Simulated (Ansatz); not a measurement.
# Ni: the cost of one run

Method: DFT LDA, scalar-relativistic, plane waves, PAW, in Ansatz 0.2.0.

## Step 1: Starting point

The structure is trigonal, space group P-3m1 (No. 164). Conventional cell: a = 2.492 Å, b = 2.492 Å, c = 26.207 Å, α = 90.00°, β = 90.00°, γ = 120.00°. Ni (site symmetry 3m) has 9 Ni at 2.49 Å as nearest neighbours. Ni (site symmetry 3m) has 12 Ni at 2.49 Å as nearest neighbours. Around Ni (site symmetry -3m) lie 12 Ni at 2.49 Å.

As a file:

```cif
data_structure
_symmetry_space_group_name_H-M 'P-3m1'
_symmetry_Int_Tables_number 164
_cell_length_a 2.4918
_cell_length_b 2.4918
_cell_length_c 26.2075
_cell_angle_alpha 90.000
_cell_angle_beta 90.000
_cell_angle_gamma 120.000
_cell_volume 140.93
loop_
_atom_site_label
_atom_site_type_symbol
_atom_site_symmetry_multiplicity
_atom_site_Wyckoff_symbol
_atom_site_fract_x
_atom_site_fract_y
_atom_site_fract_z
_atom_site_occupancy
Ni1 Ni 2 c 0.00000 0.00000 0.26710 1
Ni2 Ni 2 d 0.33333 0.66667 0.34473 1
Ni3 Ni 2 d 0.66667 0.33333 0.42237 1
Ni4 Ni 1 b 0.00000 0.00000 0.50000 1
```

## Step 2: Relaxing the atoms: Ni7 slab

The input, input.yaml:

```yaml
crystal:
  lattice:
    - [2.4918443, 0.0, 0.0]
    - [1.24592215, 2.15800046, 0.0]
    - [0.0, 0.0, 26.20749409]
  atoms:
    - { symbol: Ni, position: [0.0, 0.0, 0.2670991731] }
    - { symbol: Ni, position: [0.3333333333, 0.3333333333, 0.344732782] }
    - { symbol: Ni, position: [0.6666666667, 0.6666666667, 0.422366391] }
    - { symbol: Ni, position: [0.0, 0.0, 0.5] }
    - { symbol: Ni, position: [0.3333333333, 0.3333333333, 0.577633609] }
    - { symbol: Ni, position: [0.6666666667, 0.6666666667, 0.655267218] }
    - { symbol: Ni, position: [0.0, 0.0, 0.7329008269] }
scf:
  occupations: { method: gaussian, width: 0.1 }
output:
  forces: true
  stress: false
  write_density: true
  write_potential: true
  elf: true
  volumetric_format: npy
hamiltonian:
  xc: lda
magnetization:
  spin_polarized: true
efield:
  axis: 3
  dipole_correction: true
kpoints:
  mp_grid: { grid: [16, 16, 1] }
relax:
  f_tol: 0.01
```

Command:

```bash
$ ansatz run input.yaml --threads 8 --pin off --max-ram 24576MiB --backend cpu --events-out ev --progress --plain --runs-dir out
```

What time and memory should one allow on 8 threads of Intel Xeon Platinum 8375C at 2.90GHz (Ice Lake), shared host?

About 72 s, with a peak of 1.3 GiB.
